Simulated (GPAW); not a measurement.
Crystal: CoO.

```xyz
2
Lattice="-1.5080 1.5080 2.1073 1.5080 -1.5080 2.1073 1.5080 1.5080 -2.1073" Properties=species:S:1:pos:R:3 pbc="T T T"
Co    0.0000    0.0000    0.0000
O     0.0000    0.0000    2.1073
```

Base run:

```yaml
Program: GPAW 26.7.0
Functional: PBE
Potentials_or_basis: GPAW PAW data sets (gpaw-data 1.2.1)
Cutoff: 600 eV
Basis: pw
k_mesh: 9 × 9 × 9
Occupations: gaussian, width 0.05 eV
Spin: collinear spin, ferromagnetic start
Starting_moments: "[3.0, 0.0] μB"
Hubbard_terms: Co d U = 5 eV
```

Its results: band gap on the k mesh 1.76 eV, indirect (least direct gap 3.46 eV); pressure 6.7 GPa; net moment 3.00 μB per cell; site moments Co +2.71; O +0.14 μB.

Q: The run is repeated on the same cell with these changes: hubbard terms from Co d U = 5 eV to Co d U = 2.5 eV; start of the occupation matrix from random to atoms. What comes out?

A: Band gap on the k mesh none (metal or under the smearing width); pressure -2.0 GPa; net moment 3.00 μB per cell; site moments Co +2.67; O +0.20 μB.

Caveats: the cutoff is short for stress and forces, so pressures can be off by a GPa or more; a cell with one magnetic atom can't hold antiferromagnetic order, which such compounds often take; the occupation matrix was held by a function in the script for the first cycles and then freed (some runs); the end state hangs on it (some runs); an odd mesh through Γ misses points on the zone boundary, where band edges often lie (some runs).
